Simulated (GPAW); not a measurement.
# C (P6_3/mmc) in GPAW: a series of runs

Aim: see how the results for C move with the level of theory and the settings. Levels: PBE, LDA. Tasks: dielectric tensor.

The COD entry that gives the cell may itself be a prediction, so a difference from it is no test against experiment.

Program: GPAW 26.7.0. These are calculated values, not measurements. Logs are shortened: lines on timing, memory, paths and dates and some standing lists are left out, and cuts for length are marked. The log counts tension as positive stress, the text compression.

### 1 Starting point

The structure is hexagonal, space group P6_3/mmc (No. 194). The conventional cell has a = 2.522 Å, b = 2.522 Å, c = 8.237 Å, α = 90.00°, β = 90.00°, γ = 120.00°. C (site symmetry 3m) is surrounded by 4 C at 1.54 Å. C (site symmetry 3m) has 4 C at 1.54 Å as nearest neighbours.

This is a hexagonal form of diamond, not graphite.

### 2 Dielectric tensor, PBE

File run.py:

```python
import numpy as np
from ase import Atoms
from ase.dft.bandgap import bandgap
from ase.io import write
from gpaw import GPAW, PW
from gpaw.response.df import DielectricFunction

atoms = Atoms(['C', 'C', 'C', 'C', 'C', 'C', 'C', 'C'],
              cell=[[2.5221, 0.0, 0.0],
                    [-1.26105, 2.1842026709, 0.0],
                    [0.0, 0.0, 8.2371]],
              scaled_positions=[[0.6666666667, 0.3333333333, 0.84375],
                                [0.3333333333, 0.6666666667, 0.34375],
                                [0.6666666667, 0.3333333333, 0.65625],
                                [0.3333333333, 0.6666666667, 0.15625],
                                [0.0, 0.0, 0.90625],
                                [0.0, 0.0, 0.40625],
                                [0.0, 0.0, 0.59375],
                                [0.0, 0.0, 0.09375]],
              pbc=True)

calc = GPAW(mode=PW(600),
            xc='PBE',
            kpts={'size': (10, 10, 3), 'gamma': True},
            occupations={'name': 'fermi-dirac', 'width': 0.001},
            nbands=32,
            convergence={'density': 1e-06},
            maxiter=150,
            txt='gpaw.txt')
atoms.calc = calc
energy = atoms.get_potential_energy()
calc.write('gs.gpw')
write('result.traj', atoms)
print(f'Energy: {energy:.6f} eV')
print('Fermi level:', round(calc.get_fermi_level(), 4), 'eV')
print(f'Gap: {bandgap(calc)[0]:.4f} eV, direct: {bandgap(calc, direct=True)[0]:.4f} eV')

for size in [(13, 13, 4), (19, 19, 5)]:
    name = 'x'.join(str(n) for n in size)
    dense = calc.fixed_density(kpts={'size': size, 'gamma': True},
                               nbands=86, convergence={'bands': 80, 'eigenstates': 1e-7},
                               update_fermi_level=True, txt=f'dense-{name}.txt')
    dense.write(f'{name}.gpw', mode='all')
    df = DielectricFunction(f'{name}.gpw', frequencies=np.array([0.0]), hilbert=False, eta=0.001,
                            ecut=80, nbands=80, intraband=False, txt=f'df-{name}.txt')
    for xc in ['RPA', 'ALDA', 'LR0.1']:
        for direction in ['x', 'y', 'z', [0, 1, 1], [1, 0, 1], [1, 1, 0]]:
            e0, e = df.get_macroscopic_dielectric_constant(xc=xc, direction=direction)
            print(f'{name} {xc} {direction}: {e0:.4f} without, {e:.4f} with local fields')
```

Potentials or basis: GPAW PAW data sets (gpaw-data 1.2.1), pw.

On the command line:

```console
> OMP_NUM_THREADS=1 python run.py
```

gpaw.txt:

```text
__  _  _
 | _ |_)|_||  |
 |__||  | ||/\| - 26.7.0

Input parameters:
  mode=PW(ecut=600.0),
  convergence={'density': 1e-06},
  kpts=MonkhorstPack(size=(10, 10, 3), gamma=True),
  maxiter=150,
  nbands=32,
  occupations=Occupations(name='fermi-dirac', width=0.001),
  xc=XC(name='PBE')

Diagonalizing LCAO Hamiltonian
Converting LCAO to pw mode

       C
           C
           C
       C

       CC

        C
       C

Atoms  # Å, Bohr magnetons
|   | symbol |         x |        y |        z |    initial magnetic moments |
|---|--------|-----------|----------|----------|-----------------------------|
| 0 |      C |  1.261050 | 0.728068 | 6.950053 | ( 0.0000,  0.0000,  0.0000) |
| 1 |      C | -0.000000 | 1.456135 | 2.831503 | ( 0.0000,  0.0000,  0.0000) |
| 2 |      C |  1.261050 | 0.728068 | 5.405597 | ( 0.0000,  0.0000,  0.0000) |
| 3 |      C | -0.000000 | 1.456135 | 1.287047 | ( 0.0000,  0.0000,  0.0000) |
| 4 |      C |  0.000000 | 0.000000 | 7.464872 | ( 0.0000,  0.0000,  0.0000) |
| 5 |      C |  0.000000 | 0.000000 | 3.346322 | ( 0.0000,  0.0000,  0.0000) |
| 6 |      C |  0.000000 | 0.000000 | 4.890778 | ( 0.0000,  0.0000,  0.0000) |
| 7 |      C |  0.000000 | 0.000000 | 0.772228 | ( 0.0000,  0.0000,  0.0000) |

Unit cell  # Å
| periodic |         x |        y |        z |  lengths |     angles |
|----------|-----------|----------|----------|----------|------------|
|      yes |  2.522100 | 0.000000 | 0.000000 | 2.522100 |  90.000000 |
|      yes | -1.261050 | 2.184203 | 0.000000 | 2.522100 |  90.000000 |
|      yes |  0.000000 | 0.000000 | 8.237100 | 8.237100 | 120.000000 |

Number of symmetries: 12
Symmetry operations  # r_c * U_cc + t_c -> r_c
|    | kind |            matrix            |
|----|------|------------------------------|
|  0 |  σ   |  1, 1, 0,  0,-1, 0,  0, 0, 1 |
|  1 |  S6  |  1, 1, 0, -1, 0, 0,  0, 0,-1 |
|  2 |  E   |  1, 0, 0,  0, 1, 0,  0, 0, 1 |
|  3 |  C2  |  1, 0, 0, -1,-1, 0,  0, 0,-1 |
|  4 |  C2  |  0, 1, 0,  1, 0, 0,  0, 0,-1 |
|  5 |  C3  |  0, 1, 0, -1,-1, 0,  0, 0, 1 |
|  6 |  S6  |  0,-1, 0,  1, 1, 0,  0, 0,-1 |
|  7 |  σ   |  0,-1, 0, -1, 0, 0,  0, 0, 1 |
|  8 |  σ   | -1, 0, 0,  1, 1, 0,  0, 0, 1 |
|  9 |  i   | -1, 0, 0,  0,-1, 0,  0, 0,-1 |
| 10 |  C3  | -1,-1, 0,  1, 0, 0,  0, 0, 1 |
| 11 |  C2  | -1,-1, 0,  0, 1, 0,  0, 0,-1 |

BZ-sampling:
  Number of BZ points: 300
  Number of IBZ points: 36

  Monkhorst-Pack size: [10, 10, 3]
  Monkhorst-Pack shift: [0.05, 0.05, 0.0]

K-points  # in reciprocal-cell coordinates
|     |                                coordinates |     weight |
|-----|--------------------------------------------|------------|
|   0 | (  0.00000000,   0.00000000,   0.00000000) | 0.00333333 |
|   1 | (  0.00000000,   0.00000000,   0.33333333) | 0.00666667 |
|   2 | (  0.10000000,   0.00000000,  -0.33333333) | 0.02000000 |
|   3 | (  0.10000000,   0.00000000,   0.00000000) | 0.02000000 |
|   4 | (  0.10000000,   0.00000000,   0.33333333) | 0.02000000 |
|   5 | (  0.20000000,  -0.10000000,   0.00000000) | 0.02000000 |
|   6 | (  0.20000000,  -0.10000000,   0.33333333) | 0.04000000 |
|   7 | (  0.20000000,   0.00000000,  -0.33333333) | 0.02000000 |
|   8 | (  0.20000000,   0.00000000,   0.00000000) | 0.02000000 |
|   9 | (  0.20000000,   0.00000000,   0.33333333) | 0.02000000 |
| ... |                                            |            |
|  35 | (  0.50000000,   0.50000000,   0.33333333) | 0.02000000 |

Plane wave coefficients: 1535
Cutoff: 600.0 eV

Spin-components: 1 (collinear spins)
Bands:           32
Projectors:      40
Spin-degeneracy: 2
Datatype:        complex128

Parallelization:
  kpt:    1
  domain: 1
  band:   1

Density:
  Valence electrons: 32.0
  Components: 1
  Grid points: [15 15 48]
  Charge: 0.0  # |e|

Potential:
  Grid points: [15 15 48]

species:
  C:
    name:    Carbon
    Z:       6.0
    valence: 4
    core:    2
    charge:  0.0  # [|e|]
    compensation charges:
      type: gauss
      rc: 0.20  # [Å]
      lmax: 2
    cutoffs:
      filter: 1.14  # [Å]
      core: 1.14  # [Å]
    projectors
    | kind |    occ | energy [eV] | rcut [Å] |
    |------|--------|-------------|----------|
    |   2s |  2.000 |     -13.751 |    0.635 |
    |   2p |  2.000 |      -5.284 |    0.635 |
    |    s |        |      13.461 |    0.635 |
    |    p |        |      21.927 |    0.635 |
    |    d |        |       0.000 |    0.635 |

    Using partial waves for C as LCAO basis

Reference energy: -8221.024924  # eV

eigensolver:
  PPCG
  Converge bands: occupied
  niter=2

density mixing:
  MSR1-Mixer
  Pratt-step length: 0.05
  Maximum mixing coefficient: 0.75
  Old densities: 10
  SVD Regularization: 0.005
  Good broyden scale: 1.0
  Trust region scale: 1.0
  Backstep threshold: 4.0
  History deletion threshold: 6.0
  Fourier metric: weight=20.0, sigma=0.015

occupation numbers:
  Fermi-Dirac:
    width: 0.0010  # eV

poisson solver:
  ecut: 4800.0  # eV

xc functional:
  name: PBE with 2 nearest neighbor stencil

convergence criteria:
- Maximum integral of absolute [dens]ity change: 1e-06 electrons / valence electron
- Maximum [total energy] change in last 3 cyles: 0.0005 eV / valence electron
- Maximum integral of absolute [eigenst]ate change: 4e-08 eV^2 / valence electron
maximum number of iterations: 150

SCF iterations
|iter     | |      energy | eigst |  dens |
|---------|-|-------------|-------|-------|
|iter:   1| |  -74.607658 | +0.09 |       |
|iter:   2| |  -74.335008 | -2.60 | -0.81 |
|iter:   3| |  -72.640625 | -1.35 | -0.83 |
|iter:   4| |  -72.624201 | -2.47 | -1.48 |
|iter:   5| |  -72.626720 | -4.29 | -2.21 |
|iter:   6| |  -72.626728c| -5.58 | -3.26 |
|iter:   7| |  -72.626719c| -6.47 | -3.62 |
|iter:   8| |  -72.626720c| -8.06c| -4.12 |
|iter:   9| |  -72.626720c| -8.57c| -5.28 |
|iter:  10| |  -72.626720c| -9.59c| -5.91 |
|iter:  11| |  -72.626720c|-10.73c| -6.80c|

Converged in 11 steps
Energy contributions relative to reference atoms: (reference = -8221.024924)

Energy contributions:
  Kinetic:          66.885878
  Coulomb:         -62.997029
  Zero:              0.141072
  External:          0.000000
  Xc:              -76.656642
  Entropy:          -0.000000
  Spinorbit:         0.000000
  ----------------------------
  Free energy:     -72.626720
  Extrapolated:    -72.626720

dipole moment: (-9.977276, -17.281149, 0.000015)  # |e|*Ang

Fermi level: 14.128
Eigenvalues  # (at kpt = [0.000, 0.000, 0.000])
| band index |      eig [eV] | occ [0-2] |
|------------|---------------|-----------|
|          0 |        -9.426 |     2.000 |
|        ... |               |           |
|          8 |         9.166 |     2.000 |
|          9 |        10.237 |     2.000 |
|         10 |        10.237 |     2.000 |
|         11 |        10.463 |     2.000 |
|         12 |        10.463 |     2.000 |
|         13 |        11.979 |     2.000 |
|         14 |        12.203 |     2.000 |
|         15 |        12.203 |     2.000 |
|         16 |        17.393 |     0.000 |
|         17 |        17.393 |     0.000 |
|         18 |        17.920 |     0.000 |
|         19 |        19.207 |     0.000 |
|         20 |        19.207 |     0.000 |
|         21 |        19.580 |     0.000 |
|         22 |        20.156 |     0.000 |
|         23 |        20.156 |     0.000 |
|        ... |               |           |
|         31 |        29.331 |     0.000 |

Gap: 4.418 eV
Transition (v -> c):
  (s=0, k=0, n=15, [0.00, 0.00, 0.00]) -> (s=0, k=22, n=16, [0.40, 0.00, 0.00])
Direct/indirect transitions are different
Direct gap: 5.190 eV
Transition at: (s=0, k=0, n=15, [0.00, 0.00, 0.00])
# Writing to gs.gpw (mode='')
```

df-13x13x4.txt:

```text
FrequencyGridDescriptor(from 0.000 to 0.000 eV, 1 points)
FrequencyGridDescriptor(from 0.000 to 0.000 eV, 1 points)

Calculating chi0 body with:
    Ground state adapter containing:
    Number of spins: 1
    Number of kpoints: 676
    Number of irreducible kpoints: 77
    Number of completely occupied states: 16
    Number of partially occupied states: 16

    Linear response parametrization:
[... 372 lines left out ...]
      (4,2)   0.00000000  0.00000000  yes
      (4,3)   0.00000000  0.00000000  yes
      (4,4)   0.00000000  0.00000000  yes
      In total: 0.9999993715149221 of the surface norm square is covered on average
      In total: 0.9999993715149221 of the surface norm square could be covered on average

Finished calculating f(G)
Calculating LR kernel with alpha = 0.1
Calculating LR kernel with alpha = 0.1
Calculating LR kernel with alpha = 0.1
Calculating LR kernel with alpha = 0.1
Calculating LR kernel with alpha = 0.1
Calculating LR kernel with alpha = 0.1
```

Run time: 21 min. Hardware: 1 thread of Arm Neoverse V1, shared host; peak memory 1.1 GiB.

What came out:

| Property | Result |
| --- | --- |
| Free energy | -72.6267 eV |
| Band gap on the k mesh | 4.42 eV, indirect (least direct gap 5.19 eV) |
| Electronic dielectric tensor (diagonal) | 5.71, 5.71, 5.83 |

Electronic dielectric tensor:
```
5.71 0.00 0.00
0.00 5.71 0.00
0.00 0.00 5.83
```

Caveat: the long-wavelength limit can be off by a per cent or two; an odd mesh through Γ misses points on the zone boundary, where band edges often lie.

### 3 Dielectric tensor, LDA

run.py: that of step 2 with these lines changed.

```diff
@@ -22,3 +22,3 @@
 calc = GPAW(mode=PW(600),
-            xc='PBE',
+            xc='LDA',
             kpts={'size': (10, 10, 3), 'gamma': True},
@@ -45,3 +45,3 @@
                             ecut=80, nbands=80, intraband=False, txt=f'df-{name}.txt')
-    for xc in ['RPA', 'ALDA', 'LR0.1']:
+    for xc in ['RPA', 'LR0.1', 'ALDA_X']:
         for direction in ['x', 'y', 'z', [0, 1, 1], [1, 0, 1], [1, 1, 0]]:
```

Potentials or basis: the program's PAW data sets (release 1.2.1) made for this functional, pw.

On the command line:

```console
> OMP_NUM_THREADS=1 python run.py
```

gpaw.txt:

```text
__  _  _
 | _ |_)|_||  |
 |__||  | ||/\| - 26.7.0

Input parameters:
  mode=PW(ecut=600.0),
  convergence={'density': 1e-06},
  kpts=MonkhorstPack(size=(10, 10, 3), gamma=True),
  maxiter=150,
  nbands=32,
  occupations=Occupations(name='fermi-dirac', width=0.001),
  xc=XC(name='LDA')

Diagonalizing LCAO Hamiltonian
Converting LCAO to pw mode

       C
           C
           C
       C

       CC

        C
       C

Atoms  # Å, Bohr magnetons
|   | symbol |         x |        y |        z |    initial magnetic moments |
|---|--------|-----------|----------|----------|-----------------------------|
| 0 |      C |  1.261050 | 0.728068 | 6.950053 | ( 0.0000,  0.0000,  0.0000) |
| 1 |      C | -0.000000 | 1.456135 | 2.831503 | ( 0.0000,  0.0000,  0.0000) |
| 2 |      C |  1.261050 | 0.728068 | 5.405597 | ( 0.0000,  0.0000,  0.0000) |
| 3 |      C | -0.000000 | 1.456135 | 1.287047 | ( 0.0000,  0.0000,  0.0000) |
| 4 |      C |  0.000000 | 0.000000 | 7.464872 | ( 0.0000,  0.0000,  0.0000) |
| 5 |      C |  0.000000 | 0.000000 | 3.346322 | ( 0.0000,  0.0000,  0.0000) |
| 6 |      C |  0.000000 | 0.000000 | 4.890778 | ( 0.0000,  0.0000,  0.0000) |
| 7 |      C |  0.000000 | 0.000000 | 0.772228 | ( 0.0000,  0.0000,  0.0000) |

Unit cell  # Å
| periodic |         x |        y |        z |  lengths |     angles |
|----------|-----------|----------|----------|----------|------------|
|      yes |  2.522100 | 0.000000 | 0.000000 | 2.522100 |  90.000000 |
|      yes | -1.261050 | 2.184203 | 0.000000 | 2.522100 |  90.000000 |
[... 102 lines left out ...]
  SVD Regularization: 0.005
  Good broyden scale: 1.0
  Trust region scale: 1.0
  Backstep threshold: 4.0
  History deletion threshold: 6.0
  Fourier metric: weight=20.0, sigma=0.015

occupation numbers:
  Fermi-Dirac:
    width: 0.0010  # eV

poisson solver:
  ecut: 4800.0  # eV

xc functional:
  name: None

convergence criteria:
- Maximum integral of absolute [dens]ity change: 1e-06 electrons / valence electron
- Maximum [total energy] change in last 3 cyles: 0.0005 eV / valence electron
- Maximum integral of absolute [eigenst]ate change: 4e-08 eV^2 / valence electron
maximum number of iterations: 150

SCF iterations
|iter     | |      energy | eigst |  dens |
|---------|-|-------------|-------|-------|
|iter:   1| |  -83.534863 | +0.10 |       |
|iter:   2| |  -83.192375 | -2.56 | -0.79 |
|iter:   3| |  -80.989777 | -1.28 | -0.82 |
|iter:   4| |  -80.950854 | -2.48 | -1.50 |
|iter:   5| |  -80.952585 | -4.23 | -2.21 |
|iter:   6| |  -80.952603c| -5.73 | -3.33 |
|iter:   7| |  -80.952595c| -6.50 | -3.65 |
|iter:   8| |  -80.952595c| -8.33c| -4.15 |
|iter:   9| |  -80.952595c| -9.03c| -5.53 |
|iter:  10| |  -80.952595c|-10.29c| -6.38c|

Converged in 10 steps
Energy contributions relative to reference atoms: (reference = -8150.420302)

Energy contributions:
  Kinetic:          68.479299
  Coulomb:         -64.186831
  Zero:              0.143516
  External:          0.000000
  Xc:              -85.388579
  Entropy:          -0.000000
  Spinorbit:         0.000000
  ----------------------------
  Free energy:     -80.952595
  Extrapolated:    -80.952595

dipole moment: (-9.965599, -17.260924, 0.000016)  # |e|*Ang

Fermi level: 13.814
Eigenvalues  # (at kpt = [0.000, 0.000, 0.000])
| band index |      eig [eV] | occ [0-2] |
|------------|---------------|-----------|
|          0 |        -9.530 |     2.000 |
|        ... |               |           |
|          8 |         8.917 |     2.000 |
|          9 |         9.984 |     2.000 |
|         10 |         9.984 |     2.000 |
|         11 |        10.209 |     2.000 |
|         12 |        10.209 |     2.000 |
|         13 |        11.719 |     2.000 |
[... 8 lines left out ...]
|         22 |        19.833 |     0.000 |
|         23 |        19.833 |     0.000 |
|        ... |               |           |
|         31 |        28.852 |     0.000 |

Gap: 4.379 eV
Transition (v -> c):
  (s=0, k=0, n=15, [0.00, 0.00, 0.00]) -> (s=0, k=22, n=16, [0.40, 0.00, 0.00])
Direct/indirect transitions are different
Direct gap: 5.139 eV
Transition at: (s=0, k=0, n=15, [0.00, 0.00, 0.00])
# Writing to gs.gpw (mode='')
```

df-13x13x4.txt:

```text
FrequencyGridDescriptor(from 0.000 to 0.000 eV, 1 points)
FrequencyGridDescriptor(from 0.000 to 0.000 eV, 1 points)

Calculating chi0 body with:
    Ground state adapter containing:
    Number of spins: 1
    Number of kpoints: 676
    Number of irreducible kpoints: 77
    Number of completely occupied states: 16
    Number of partially occupied states: 16
[... 373 lines left out ...]
      (3,2)   0.00000000  0.00000000  yes
      (3,3)   0.00000000  0.00000000  yes
      (4,-4)  0.00000000  0.00000000  yes
      (4,-3)  0.00000087  0.00000005  yes
      (4,-2)  0.00000000  0.00000000  yes
      (4,-1)  0.00000000  0.00000000  yes
      (4,0)   0.00000028  0.00000001  yes
      (4,1)   0.00000000  0.00000000  yes
      (4,2)   0.00000000  0.00000000  yes
      (4,3)   0.00000000  0.00000000  yes
      (4,4)   0.00000000  0.00000000  yes
      In total: 0.999999378912224 of the surface norm square is covered on average
      In total: 0.999999378912224 of the surface norm square could be covered on average

Finished calculating f(G)
```

It took 22 min on 1 thread of Arm Neoverse V1, shared host; peak memory 1.1 GiB.

Results:

* Free energy: -80.9526 eV
* Band gap on the k mesh: 4.38 eV, indirect (least direct gap 5.14 eV)
* Electronic dielectric tensor (diagonal): 5.75, 5.75, 5.86

Electronic dielectric tensor:
```
5.75 0.00 0.00
0.00 5.75 0.00
0.00 0.00 5.86
```

Caveat: the long-wavelength limit can be off by a per cent or two; an odd mesh through Γ misses points on the zone boundary, where band edges often lie.
